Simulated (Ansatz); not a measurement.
Si: phonons across the zone

Computed with Ansatz 0.2.0, DFT PBE, scalar-relativistic, plane waves, PAW. Settings: 420 eV plane-wave cutoff, Γ-centred 8×8×10 mesh, fixed occupations. No spin polarisation. Phonons by linear response, acoustic sum rule imposed.

The cell, relaxed at this level:
```
Si
1.0
     2.87200   -5.98279    0.00000
     2.87200    5.98279    0.00000
     0.00000    0.00000    3.84724
Si
6
Direct
  0.01111 0.40150 0.75000
  0.40150 0.01111 0.25000
  0.59850 0.98889 0.75000
  0.98889 0.59850 0.25000
  0.44399 0.55601 0.75000
  0.55601 0.44399 0.25000
```

The cell was found from a structure generator's guess, not taken from experiment. The q mesh is coarse, so values between its points are rough. The run warned that its linear response isn't converged on this k mesh, so dielectric tensors, Born charges and infrared intensities are rough, and the frequencies may be too. This form isn't the element's ground state: it lies 88 meV/atom above the standard structure at this level.

Force constants from linear response on a 1×1×2 q mesh.

Path: Γ–Y–C0 | SIGMA0–Γ–Z–A0 | E0–T–Y | Γ–S–R–Z–T. Only the points of the 1×1×2 mesh were computed; the rest is interpolation, which is rough on so few points. On the mesh no mode is imaginary. Distance along the path (Å⁻¹), then the branches (cm⁻¹, negative for imaginary; the LO field is included):
```
0.000  0 0 0 48 131 153 180 320 379 381 382 432 450 450 462 484 509 523
0.131  22 26 48 50 128 149 180 313 375 386 388 433 449 450 455 488 508 524
0.263  44 48 51 97 120 138 181 295 371 394 397 435 444 445 450 493 507 528
0.394  48 63 75 108 122 135 181 273 370 403 406 432 437 440 450 496 506 531
0.525  48 74 91 100 108 152 181 262 369 409 410 426 437 438 450 496 505 533
0.630  48 73 98 101 106 160 178 263 359 407 409 426 439 444 450 498 505 532
0.736  45 72 104 105 116 170 178 266 335 400 409 426 440 449 458 500 506 529
0.841  40 70 107 108 138 157 202 270 305 392 409 427 441 447 473 504 506 524
0.946  36 67 112 113 140 161 228 271 276 383 408 428 442 444 486 506 506 518
1.030  31 64 116 119 126 174 240 250 281 377 408 430 442 444 495 507 507 512
1.198  23 58 93 123 133 177 188 294 296 372 406 433 438 447 495 504 508 510
1.367  14 52 57 108 128 145 186 311 335 374 402 434 440 449 477 496 508 518
1.535  4 19 36 49 131 152 181 318 369 379 392 432 448 450 464 486 509 523
1.619  0 0 0 48 131 153 180 318 379 381 382 432 450 450 462 484 509 523
1.823  39 45 77 94 153 154 180 313 373 377 380 431 447 448 457 479 508 521
2.027  83 85 145 151 160 182 198 299 360 364 378 428 437 441 446 463 506 515
2.231  118 131 161 175 186 198 230 281 354 366 374 418 427 429 435 442 504 509
2.436  144 144 174 174 194 194 258 258 365 365 392 392 422 422 431 431 505 505
2.604  148 148 178 178 192 192 258 258 358 358 392 392 414 414 445 445 503 503
2.772  156 156 181 181 190 190 261 261 344 344 392 392 408 408 462 462 498 498
2.940  160 160 174 174 196 196 267 267 334 334 391 391 407 407 476 476 489 489
3.108  154 154 171 171 192 192 275 275 336 336 389 389 409 409 473 473 490 490
3.161  151 151 169 169 191 191 278 278 340 340 388 388 410 410 469 469 492 492
3.266  146 146 160 160 192 192 281 281 348 348 386 386 413 413 459 459 496 496
3.372  142 142 152 152 193 193 284 284 358 358 385 385 417 417 449 449 499 499
3.477  141 141 146 146 194 194 285 285 364 364 383 383 421 421 441 441 501 501
3.631  127 139 145 153 191 196 277 285 356 374 378 390 421 426 436 447 499 504
3.836  103 120 136 160 180 185 255 256 348 383 390 404 424 436 437 468 498 514
4.040  94 103 116 127 133 182 203 254 358 397 401 416 431 438 446 486 501 525
4.244  63 83 92 98 110 160 181 261 368 407 409 425 437 438 450 495 504 532
4.346  0 0 0 48 131 153 180 319 379 381 382 432 450 450 462 484 509 523
4.498  13 35 50 63 130 150 182 315 359 379 396 433 446 450 466 490 508 522
4.649  23 54 66 124 125 146 184 306 327 376 404 435 437 449 477 498 508 519
4.801  28 60 90 120 144 179 186 285 299 374 408 432 439 446 490 505 507 514
4.953  29 62 98 118 146 176 235 240 295 372 409 430 441 444 500 503 507 510
5.157  80 96 106 125 161 176 236 243 293 367 404 425 441 441 497 500 504 506
5.361  121 129 143 152 175 194 241 256 289 355 390 414 432 436 489 493 496 498
5.565  145 146 169 177 179 208 255 268 307 344 382 401 417 423 480 484 490 491
5.769  160 160 174 174 195 195 269 269 333 333 391 391 408 408 478 478 488 488
5.921  158 158 175 175 193 193 267 267 338 338 391 391 408 408 470 470 493 493
6.073  153 153 177 177 190 190 264 264 349 349 392 392 410 410 456 456 500 500
6.224  147 147 175 175 193 193 259 259 360 360 392 392 415 415 442 442 504 504
6.376  144 144 174 174 194 194 258 258 365 365 392 392 422 422 431 431 505 505
6.507  144 144 168 168 194 194 262 262 365 365 391 391 422 422 433 433 504 504
6.638  144 144 156 156 194 194 273 273 365 365 387 387 422 422 436 436 503 503
6.770  144 144 145 145 194 194 282 282 365 365 384 384 422 422 438 438 501 501
6.901  141 141 144 144 194 194 285 285 365 365 383 383 422 422 440 440 501 501
```
